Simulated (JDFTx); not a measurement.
# CoO (P3m1) in JDFTx: reference runs

Reference runs on CoO: the cell as given.

All numbers are computed with JDFTx 1.7.0 (patched build); they aren't measurements. Logs are shortened: lines on timing, memory, paths and dates and some standing lists are left out, and cuts for length are marked. The log counts tension as positive stress, the text compression.

## 1. The crystal as given

It takes space group P6_3mc (No. 186, hexagonal). The conventional cell has a = 3.198 Å, b = 3.198 Å, c = 5.229 Å, α = 90.00°, β = 90.00°, γ = 120.00°. Co (site symmetry 3m) is surrounded by 4 O at 1.93 to 1.97 Å. O (site symmetry 3m) is surrounded by 4 Co at 1.93 to 1.97 Å.

Measurements of this composition are mostly on another form, of space group No. 225.

## 2. Single point, PBE, collinear spin, ferromagnetic start

CoO.in reads:

```
lattice \
    6.0426746988    -3.0213373495     0.0000000000 \
    0.0000000000     5.2331097960     0.0000000000 \
    0.0000000000     0.0000000000     9.8808293371
coords-type Lattice
ion Co     0.3333333333     0.6666666667     0.5033624100 1
ion Co     0.0000000000     0.0000000000     0.0034741400 1
ion O      0.3333333333     0.6666666667     0.8715556000 1
ion O      0.0000000000     0.0000000000     0.3716088500 1

ion-species pseudo/Co.upf
ion-species pseudo/O.upf
elec-cutoff 48 384
elec-ex-corr gga-PBE
kpoint-folding 10 10 5
elec-smearing Fermi 0.0018374661
elec-n-bands 33
spintype z-spin
initial-magnetic-moments Co 2 2
elec-initial-magnetization 4 no
electronic-SCF nIterations 100 energyDiffThreshold 1e-09
electronic-minimize nIterations 30 energyDiffThreshold 1e-7
converge-empty-states yes
forces-output-coords Cartesian

dump-name run.$VAR
dump End Ecomponents EigStats BandEigs Kpoints Forces Stress
```

Potentials or basis: PseudoDojo-SR-PBE-0.5-standard.

Run with:

```bash
$ jdftx -c 1 -i CoO.in -o CoO.out
```

The program printed:

```text
*************** JDFTx 1.7.0 (patched build) ***************

Input parsed successfully to the following command list (including defaults):
[... the input with its defaults ...]

---------- Setting up symmetries ----------

Found 24 point-group symmetries of the bravais lattice
Found 6 space-group symmetries with basis
Applied RMS atom displacement 1.74437e-10 bohrs to make symmetries exact.

---------- Initializing the Grid ----------
R =
[      6.04267     -3.02134            0  ]
[            0      5.23311            0  ]
[            0            0      9.88083  ]
unit cell volume = 312.451
G =
[     1.0398    0.60033         -0  ]
[          0    1.20066          0  ]
[          0         -0   0.635897  ]
Minimum fftbox size, Smin = [  56  56  88  ]
Chosen fftbox size, S = [  56  56  90  ]

---------- Initializing tighter grid for wavefunction operations ----------
R =
[      6.04267     -3.02134            0  ]
[            0      5.23311            0  ]
[            0            0      9.88083  ]
unit cell volume = 312.451
G =
[     1.0398    0.60033         -0  ]
[          0    1.20066          0  ]
[          0         -0   0.635897  ]
Minimum fftbox size, Smin = [  40  40  64  ]
Chosen fftbox size, S = [  40  40  64  ]

---------- Exchange Correlation functional ----------
Initalized PBE GGA exchange.
Initalized PBE GGA correlation.

---------- Setting up pseudopotentials ----------
Width of ionic core gaussian charges (only for fluid interactions / plotting) set to 0

Reading pseudopotential file 'pseudo/Co.upf':
  'Co' pseudopotential, 'PBE' functional
  Generated using ONCVPSP code by D. R. Hamann
  17 valence electrons, 4 orbitals, 6 projectors, 1001 radial grid points, with lMax = 2
    3S    l: 0   occupation:  2.0   eigenvalue: -3.763303
    3P    l: 1   occupation:  6.0   eigenvalue: -2.412101
    3D    l: 2   occupation:  7.0   eigenvalue: -0.301498
    4S    l: 0   occupation:  2.0   eigenvalue: -0.201022
  Core radius for overlap checks: 1.60 bohrs.

Reading pseudopotential file 'pseudo/O.upf':
  'O' pseudopotential, 'PBE' functional
[... 36 lines left out ...]
[... 46 lines of inner loops ...]
LCAOMinimize: 	Predicted alpha/alphaT>3.000000, increasing alphaT to 2.066036e-01.
	FillingsUpdate:  mu: +0.456768202  nElectrons: 46.000000  magneticMoment: [ Abs: 5.71210  Tot: +5.71210 ]
LCAOMinimize: Iter:  20  F: -316.8106914330381869  |grad|_K:  2.992e-06  alpha:  2.323e-01  linmin: -3.495e-05  cgtest:  3.358e-01
LCAOMinimize: Converged (|Delta F|<1.000000e-06 for 2 iters).

-------- Electronic minimization -----------
Will mix electronic density at each iteration.
	FillingsUpdate:  mu: +0.456768202  nElectrons: 46.000000  magneticMoment: [ Abs: 5.71210  Tot: +5.71210 ]
	FillingsUpdate:  mu: +0.448552089  nElectrons: 46.000000  magneticMoment: [ Abs: 5.71210  Tot: +5.71210 ]
SCF: Cycle:  0   F: -316.906011551678660   dF: -9.532e-02   |Residual|: 2.889e-01   |deigs|: 6.265e-02
	FillingsUpdate:  mu: +0.409245733  nElectrons: 46.000000  magneticMoment: [ Abs: 5.66076  Tot: +5.65872 ]
SCF: Cycle:  1   F: -316.945260880299770   dF: -3.925e-02   |Residual|: 1.097e-01   |deigs|: 4.227e-02
	FillingsUpdate:  mu: +0.411996060  nElectrons: 46.000000  magneticMoment: [ Abs: 5.78253  Tot: +5.76207 ]
SCF: Cycle:  2   F: -316.662313046521206   dF: +2.829e-01   |Residual|: 4.304e-01   |deigs|: 9.682e-03
	FillingsUpdate:  mu: +0.407838876  nElectrons: 46.000000  magneticMoment: [ Abs: 5.80368  Tot: +5.78692 ]
SCF: Cycle:  3   F: -316.954597776549065   dF: -2.923e-01   |Residual|: 4.171e-02   |deigs|: 1.048e-02
	FillingsUpdate:  mu: +0.411475866  nElectrons: 46.000000  magneticMoment: [ Abs: 5.88174  Tot: +5.85753 ]
SCF: Cycle:  4   F: -316.954455989613052   dF: +1.418e-04   |Residual|: 3.350e-02   |deigs|: 3.715e-03
	FillingsUpdate:  mu: +0.410917784  nElectrons: 46.000000  magneticMoment: [ Abs: 5.92285  Tot: +5.90237 ]
SCF: Cycle:  5   F: -316.955653738065109   dF: -1.198e-03   |Residual|: 1.782e-02   |deigs|: 1.181e-03
	FillingsUpdate:  mu: +0.410882016  nElectrons: 46.000000  magneticMoment: [ Abs: 5.94436  Tot: +5.93450 ]
SCF: Cycle:  6   F: -316.955748939181035   dF: -9.520e-05   |Residual|: 1.006e-02   |deigs|: 3.451e-04
	FillingsUpdate:  mu: +0.411671500  nElectrons: 46.000000  magneticMoment: [ Abs: 5.95553  Tot: +5.95036 ]
SCF: Cycle:  7   F: -316.955722217954929   dF: +2.672e-05   |Residual|: 7.074e-03   |deigs|: 7.809e-04
[... 5 lines left out ...]
SCF: Cycle: 10   F: -316.955781800657462   dF: -1.090e-07   |Residual|: 3.125e-04   |deigs|: 2.223e-05
	FillingsUpdate:  mu: +0.411881918  nElectrons: 46.000000  magneticMoment: [ Abs: 5.95677  Tot: +5.94986 ]
SCF: Cycle: 11   F: -316.955781907780704   dF: -1.071e-07   |Residual|: 1.129e-04   |deigs|: 9.421e-06
	FillingsUpdate:  mu: +0.411881142  nElectrons: 46.000000  magneticMoment: [ Abs: 5.95683  Tot: +5.94993 ]
SCF: Cycle: 12   F: -316.955781920050299   dF: -1.227e-08   |Residual|: 1.009e-04   |deigs|: 7.371e-06
	FillingsUpdate:  mu: +0.411880108  nElectrons: 46.000000  magneticMoment: [ Abs: 5.95679  Tot: +5.94988 ]
SCF: Cycle: 13   F: -316.955781935816162   dF: -1.577e-08   |Residual|: 3.865e-05   |deigs|: 1.188e-05
	FillingsUpdate:  mu: +0.411878889  nElectrons: 46.000000  magneticMoment: [ Abs: 5.95683  Tot: +5.94992 ]
SCF: Cycle: 14   F: -316.955781936355777   dF: -5.396e-10   |Residual|: 3.733e-05   |deigs|: 7.940e-06
	FillingsUpdate:  mu: +0.411880090  nElectrons: 46.000000  magneticMoment: [ Abs: 5.95684  Tot: +5.94994 ]
SCF: Cycle: 15   F: -316.955781939469205   dF: -3.113e-09   |Residual|: 1.288e-05   |deigs|: 2.969e-05
	FillingsUpdate:  mu: +0.411879422  nElectrons: 46.000000  magneticMoment: [ Abs: 5.95684  Tot: +5.94995 ]
SCF: Cycle: 16   F: -316.955781939527071   dF: -5.787e-11   |Residual|: 1.087e-05   |deigs|: 1.727e-05
	FillingsUpdate:  mu: +0.411879329  nElectrons: 46.000000  magneticMoment: [ Abs: 5.95684  Tot: +5.94995 ]
SCF: Cycle: 17   F: -316.955781939692997   dF: -1.659e-10   |Residual|: 4.429e-06   |deigs|: 1.669e-05
SCF: Converged (|Delta E|<1.000000e-09 for 2 iters).

Setting wave functions to eigenvectors of Hamiltonian
Converging empty states (this may take a while): |deigs|: 1.399e-04

# Stress tensor in Cartesian coordinates [Eh/a0^3]:
[ -4.23201e-06            0            0  ]
[            0 -4.23201e-06            0  ]
[            0            0 -0.000116424  ]

# Ionic positions in lattice coordinates:
ion Co   0.333333333316667   0.666666666683333   0.503362410000000 1
ion Co  -0.000000000016667   0.000000000016667   0.003474140000000 1
ion O   0.333333333316667   0.666666666683333   0.871555600000000 1
ion O  -0.000000000016667   0.000000000016667   0.371608850000000 1

# Forces in Cartesian coordinates:
force Co   0.000000000000000  -0.000000000000000  -0.005478288780615 1
force Co   0.000000000000000   0.000000000000000  -0.005497896555281 1
force O   0.000000000000000  -0.000000000000000   0.005516403379755 1
force O   0.000000000000000   0.000000000000000   0.005501770650661 1

# Energy components:
   Eewald =     -193.2395781273626483
       EH =      105.8342283356262072
     Eloc =     -302.3780504051907769
      Enl =      -43.3569708077117966
      Exc =      -64.4508586667311505
 Exc_core =       22.1282423225792719
       KE =      158.5079672366741761
-------------------------------------
     Etot =     -316.9550201121166992
       TS =        0.0007618275763263
-------------------------------------
        F =     -316.9557819396929972

IonicMinimize: Iter:   0  F: -316.955781939692997  |grad|_K:  3.175e-03
IonicMinimize: None of the convergence criteria satisfied after 0 iterations.

#--- Lowdin population analysis ---
# oxidation-state Co +1.105 +1.105
# magnetic-moments Co +2.501 +2.501
# oxidation-state O -0.963 -0.963
# magnetic-moments O +0.458 +0.458

Dumping 'run.eigStats' ...
	eMin: -3.136518 at state 0 ( [ +0.000000 +0.000000 +0.000000 ] spin 1 )
	HOMO: +0.410750 at state 1 ( [ +0.000000 +0.000000 +0.200000 ] spin 1 )
	mu  : +0.411879
	LUMO: +0.412475 at state 3 ( [ +0.000000 +0.100000 +0.000000 ] spin 1 )
	eMax: +0.970893 at state 58 ( [ +0.000000 +0.000000 +0.000000 ] spin -1 )
	HOMO-LUMO gap: +0.001725
	Optical gap  : +0.003706 at state 3 ( [ +0.000000 +0.100000 +0.000000 ] spin 1 )
Done!
```

It took 30 min on 1 thread of Arm Neoverse V1, shared host; peak memory 0.91 GiB.

What came out:

```
Free energy            : -8624.8062 eV
Pressure               : 1.2 GPa
Largest force          : 0.284 eV/Å
Band gap on the k mesh : none (metal or under the smearing width)
Net moment             : 5.95 μB per cell
Absolute moment        : 5.96 μB per cell
Site moments           : Co +2.50; O +0.46 μB
Loewdin charges        : Co +1.10; O -0.96 e
```

Forces on the atoms (eV/Å):
```
Co   0.000  0.000 -0.282
Co   0.000  0.000 -0.283
O    0.000  0.000  0.284
O    0.000  0.000  0.283
```

Stress tensor (GPa, compression positive):
```
0.12 0.00 0.00
0.00 0.12 0.00
0.00 0.00 3.43
```

Levels at points of the mesh, in eV from the Fermi level:
Spin up:
| k point | band 23 | band 24 | band 25 | band 26 | band 27 |
| --- | --- | --- | --- | --- | --- |
| (0.00, 0.00, 0.00) | -0.79 | -0.12 | 0.06 | 0.06 | 0.15 |
| (0.00, 0.50, 0.00) | -2.07 | -1.78 | -0.71 | -0.66 | 5.58 |
Spin down:
```tsv
k point	band 18	band 19	band 20	band 21	band 22	band 23
(0.00, 0.00, 0.00)	-0.79	-0.17	-0.17	0.26	0.64	1.62
(0.00, 0.50, 0.00)	-0.59	-0.26	-0.13	0.16	0.29	0.79
```

Caveat: the atomic charges don't sum to the cell's charge; semilocal functionals often make such compounds metallic where correlation or magnetic order opens a gap, which also shifts bond lengths. With open d or f shells a metallic result of PBE can be an artefact of self-interaction; +U or a hybrid may open a gap.
